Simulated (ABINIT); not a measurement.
Crystal: GaN.

```xyz
4
Lattice="3.1800 0.0000 0.0000 -1.5900 2.7540 0.0000 0.0000 0.0000 5.1660" Properties=species:S:1:pos:R:3 pbc="T T T"
Ga    1.5900    0.9180    2.5830
Ga    0.0000    1.8360    0.0000
N     1.5900    0.9180    4.5203
N     0.0000    1.8360    1.9373
```

- Program: ABINIT 10.8.3 (patched build)
- Task: relaxation of cell and atoms
- Functional: LDA
- Potentials or basis: PseudoDojo NC SR LDA v0.4.1 standard
- Cutoff: 1143 eV
- k mesh: 8 × 8 × 4
- Occupations: fermi-dirac, width 0.05 eV
- Spin: no spin polarisation

At the start: pressure -4.7 GPa; volume 11.31 Å³/atom.

Problem. Where does the relaxation end?

Solution. Over 9 steps the energy falls by 4.6 meV/atom and the volume is 11.04 Å³/atom (-2.4 %); space group P6_3mc (No. 186, to 0.05 Å).

Step by step:
```
step  energy change (eV)  largest force (eV/Å)  pressure (GPa)  volume (Å³)
   1              0.0000                0.1254           -4.73        45.24
   2             -0.0149                0.0738           -2.01        44.59
   3             -0.0182                0.0194            0.12        44.11
   4             -0.0182                0.0152            0.02        44.14
   5             -0.0183                0.0064           -0.03        44.15
   6             -0.0183                0.0013           -0.03        44.15
   7             -0.0183                0.0014           -0.01        44.14
   8             -0.0183                0.0009            0.00        44.14
   9             -0.0183                0.0002            0.00        44.14
```

Final structure:
```cif
data_structure
_symmetry_space_group_name_H-M 'P 1'
_symmetry_Int_Tables_number 1
_cell_length_a 3.1503
_cell_length_b 3.1503
_cell_length_c 5.1357
_cell_angle_alpha 90.000
_cell_angle_beta 90.000
_cell_angle_gamma 120.000
_cell_volume 44.14
loop_
_atom_site_label
_atom_site_type_symbol
_atom_site_fract_x
_atom_site_fract_y
_atom_site_fract_z
_atom_site_occupancy
Ga1 Ga 0.66667 0.33333 0.49929 1
Ga2 Ga 0.33333 0.66667 0.99929 1
N1 N 0.66667 0.33333 0.87571 1
N2 N 0.33333 0.66667 0.37571 1
```
